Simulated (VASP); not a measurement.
Here is a VASP 6.6.1 calculation.

File INCAR:

```
PREC = Accurate
ENCUT = 520
EDIFF = 1E-7
ISMEAR = 1
SIGMA = 0.1
LREAL = False
LASPH = True
NELM = 80
ALGO = Fast
ISIF = 2
LWAVE = False
LCHARG = False
GGA = MK
LUSE_VDW = True
AGGAC = 0.0
PARAM1 = 0.1234
PARAM2 = 0.711357
ZAB_VDW = -1.8867
ICORELEVEL = 1
```

The input KPOINTS:

```
Automatic mesh
0
Gamma
  12 12 11
```

Contents of POSCAR:

```
Te2Pt
1.0
    4.0720587800      0.0000000000      0.0000000000
   -2.0360301100      3.5265061900      0.0000000000
    0.0000000000      0.0000000000      5.2305520000
Te Pt
2 1
Direct
    0.3333330000      0.6666660000      0.2619840000
    0.6666670000      0.3333340000      0.7380160000
    0.0000000000      0.0000000000      0.0000000000
```

Potentials or basis: VASP PAW PBE potentials, release 64 (Te, Pt).

Run with:

```console
$ cat potpaw_PBE.64/Te/POTCAR potpaw_PBE.64/Pt/POTCAR > POTCAR
$ mpirun -np 1 vasp_std > vasp.out
```

Question: Predict the largest force.

Answer: 0.023 eV/Å.

Question: What does it give for the band gap on the k mesh?

Answer: None (metal or under the smearing width).

Question: What does it give for the pressure?

Answer: 0.0 GPa.

Forces in eV/Å, atoms in the order of the input:
```
Te   0.000  0.000 -0.023
Te   0.000  0.000  0.023
Pt   0.000  0.000  0.000
```

Caveat: the PAW data sets were made with another functional, which shifts forces and pressure a little. Spin-orbit coupling is left out, which matters for the levels of Pt, Te.
